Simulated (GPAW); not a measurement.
Runs of GPAW 26.7.0 on KBr. It takes space group Fm-3m (No. 225, cubic). The conventional cell has a = 6.600 Å, b = 6.600 Å, c = 6.600 Å, α = 90.00°, β = 90.00°, γ = 90.00°. Around Br (site symmetry m-3m) lie 6 K at 3.30 Å. Around K (site symmetry m-3m) lie 6 Br at 3.30 Å. 

```tsv
task	level	potentials or basis	spin	cell	k mesh	cutoff (eV)	maxiter	optimizer	fmax	max steps	convergence	gap on the mesh (eV)	pressure (GPa)	relaxed volume (Å³/atom)
relaxation of cell and atoms	revPBE	the program's PAW data sets (release 1.2.1) made for this functional, pw	off	relaxed	7 × 7 × 7	600	150	BFGS	0.05 eV/Å	60	density=1e-05 forces=0.0001	4.45	0.2	40.15
band structure	RPBE	the program's PAW data sets (release 1.2.1) made for this functional, pw	off	as given	7 × 7 × 7	600	150	-	-	-	-	4.78	2.1	-
band structure	revPBE	the program's PAW data sets (release 1.2.1) made for this functional, pw	off	as given	7 × 7 × 7	600	150	-	-	-	-	(b)	1.8	-
single point	LDA	JTH PAW 2.0, LDA, pw	off	as given	6 × 6 × 6	500	80	-	-	-	-	4.03	-1.6	-
relaxation of cell and atoms	LDA	the program's PAW data sets (release 1.2.1) made for this functional, pw	off	relaxed	7 × 7 × 7	600	150	BFGS	0.02 eV/Å	100	density=1e-05 forces=0.0001	4.32	-0.1	(a)
band structure	BLYP	PAW data sets generated in the run's folder for this functional, pw	off	as given	7 × 7 × 7	600	150	-	-	-	-	4.44	1.4	-
band structure	PBEsol	PAW data sets generated in the run's folder for this functional, pw	off	as given	7 × 7 × 7	600	150	-	-	-	-	4.29	-0.3	-
band structure	PBEsol	PAW data sets generated in the run's folder for this functional, pw	SOC, no magnetisation	as given	5 × 5 × 5	600	150	-	-	-	-	4.12	-0.3	-
```

Alike in all rows: smearing fermi-dirac 0.05 eV.

Fill in the values left out.

(a) 32.40; (b) 4.73.

Caveats: later steps reuse the first step's grids (some runs); an odd mesh through Γ misses points on the zone boundary, where band edges often lie (some runs); the volume moved by +12 % from the deposited cell, more than functionals usually miss (some runs); the cutoff is short for stress and forces, so pressures can be off by a GPa or more (some runs); the program truncates these outside data sets (some runs); spin-orbit coupling was added after a scalar SCF, so levels and gaps hold it while energy, forces, pressure and moments don't (some runs); this program's spin-orbit splittings come out too wide for heavy elements (some runs).

A k mesh can miss the band edges, and rows without SOC leave out spin-orbit coupling on Br.

Runs at the PBE level aren't shown here.
